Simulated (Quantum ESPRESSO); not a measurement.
GaN: zone-centre phonons and dielectric response under several settings

```xyz
4
Lattice="3.1800 0.0000 0.0000 -1.5900 2.7540 0.0000 0.0000 0.0000 5.1660" Properties=species:S:1:pos:R:3 pbc="T T T"
Ga    1.5900    0.9180    2.5830
Ga    0.0000    1.8360    0.0000
N     1.5900    0.9180    4.5203
N     0.0000    1.8360    1.9373
```

All runs used Quantum ESPRESSO 7.5; k mesh 8 × 8 × 4, shifted; no spin polarisation; occupations smeared at first, fixed for the response.

```tsv
level	potentials	geometry	cutoff (eV)	volume (Å³/atom)	highest optical mode without the field (cm⁻¹)	highest mode with the field (cm⁻¹)	ε∞ (mean)	ε0 (mean)	sum of the Born charges (e)
PBEsol	GBRV 1.5 PBEsol	relaxed cell	612	11.35	682	718	5.84	10.4	0.01
WC	PseudoDojo 0.4.1 SR PBE standard	given cell, atoms relaxed	1143	11.31	?	?	?	?	?
```

Question: What stands in the row left open?

Answer: Highest optical mode without the field 686 cm⁻¹; highest mode with the field 721 cm⁻¹; ε∞ 5.93; ε0 10.5; sum of the Born charges -0.01 e.

Caveats: the potentials were made for another functional, which shifts forces and pressure (some runs).

For the row left open. Caveat: the potentials were made for another functional, which shifts forces and pressure.

The runs don't all hold the same shells in valence.
